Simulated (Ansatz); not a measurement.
# HfO2: a stretch of c alone

Aim: apply a stretch of c alone to HfO2 from -6 to +6 %, where the rest of the cell is held and the atoms relax, and follow energy, stress and any gap.

Program: Ansatz 0.2.0. Level of theory: DFT r2SCAN, scalar-relativistic, plane waves, PAW. These are calculated values, not measurements.

2 further runs of the same task are left out: 2 set aside as unsound or not needed.

## 1. The structure to begin with

The structure is tetragonal, space group P4_2/mnm (No. 136). Conventional cell: a = 4.838 Å, b = 4.838 Å, c = 3.220 Å, α = 90.00°, β = 90.00°, γ = 90.00°. Around Hf (site symmetry mmm) lie 6 O at 2.09 Å. O (site symmetry m2m) has 3 Hf at 2.09 Å in its first shell of neighbours.

Coordinates:

```cif
data_structure
_symmetry_space_group_name_H-M 'P 1'
_symmetry_Int_Tables_number 1
_cell_length_a 4.8382
_cell_length_b 4.8382
_cell_length_c 3.2203
_cell_angle_alpha 90.000
_cell_angle_beta 90.000
_cell_angle_gamma 90.000
_cell_volume 75.38
loop_
_atom_site_label
_atom_site_type_symbol
_atom_site_fract_x
_atom_site_fract_y
_atom_site_fract_z
_atom_site_occupancy
Hf1 Hf 0.00000 0.00000 0.00000 1
Hf2 Hf 0.50000 0.50000 0.50000 1
O1 O 0.19492 0.80508 0.50000 1
O2 O 0.30508 0.30508 0.00000 1
O3 O 0.69492 0.69492 0.00000 1
O4 O 0.80508 0.19492 0.50000 1
```

It goes back to an entry of the Materials Project, which need not be the stable form.

This cell was relaxed beforehand with the same method: volume 12.56 Å³/atom, gap on the mesh 4.53 eV.

The unstrained cell comes from an earlier run at this level (6 atoms, E(σ→0) -33752.6216 eV, gap 4.53 eV over the zone).

## 2. Strain -2.0 %

input.yaml

```yaml
crystal:
  lattice:
    - [4.8382036358, 0.0, 0.0]
    - [0.0, 4.8382036358, 0.0]
    - [0.0, 0.0, 3.1559409564]
  atoms:
    - { symbol: Hf, position: [0.0, 0.0, 0.0] }
    - { symbol: Hf, position: [0.5, 0.5, 0.5] }
    - { symbol: O, position: [0.194919183, 0.805080817, 0.5] }
    - { symbol: O, position: [0.305080817, 0.305080817, 0.0] }
    - { symbol: O, position: [0.694919183, 0.694919183, 0.0] }
    - { symbol: O, position: [0.805080817, 0.194919183, 0.5] }
basis:
  ecutwfc: 500
kpoints:
  mp_grid: { grid: [6, 6, 8] }
hamiltonian:
  xc: r2scan
scf:
  occupations: { method: gaussian, width: 0.02 }
output:
  forces: true
  stress: true
  eigenvalues: true
relax:
  adjacent_minimum: "off"
  f_tol: 0.008
  max_steps: 40
```

Command:

```
$ ansatz run input.yaml --threads 1 --pin off --max-ram 2560MiB --backend cpu --events-out ev --progress --plain --runs-dir out
```

The session goes on with these runs: the gap over the whole zone at -2.0 %; strain +2.0 %; the gap over the whole zone at +2.0 %; strain -4.0 %; the gap over the whole zone at -4.0 %; At +4.0 %; seeking the band edges at +4.0 %; At -6.0 %; band edges over the zone at -6.0 %; At +6.0 %; seeking the band edges at +6.0 %.

**Question.** What will these runs give? Wanted: (1/V) d²E/dε² at zero strain, cubic fit; gap shift, negative and positive side.

As calculated:

| quantity | value |
| --- | --- |
| largest energy cost | 76.1 meV/atom at -6.0 % |
| (1/V) d²E/dε² at zero strain, cubic fit | 489 GPa |
| gap shift, negative and positive side | +1, -14 meV per % |

**Reading.** From the curvature follows the elastic constant along c at held a and b: 489 GPa. Compression by 6 % costs 76.1 meV/atom and stretching 61.9. The gap runs from 4.41 eV at -6.0 % through 4.53 to 4.22 eV at +6.0 %. These runs have no spin-orbit coupling; with Hf it would split and shift bands.
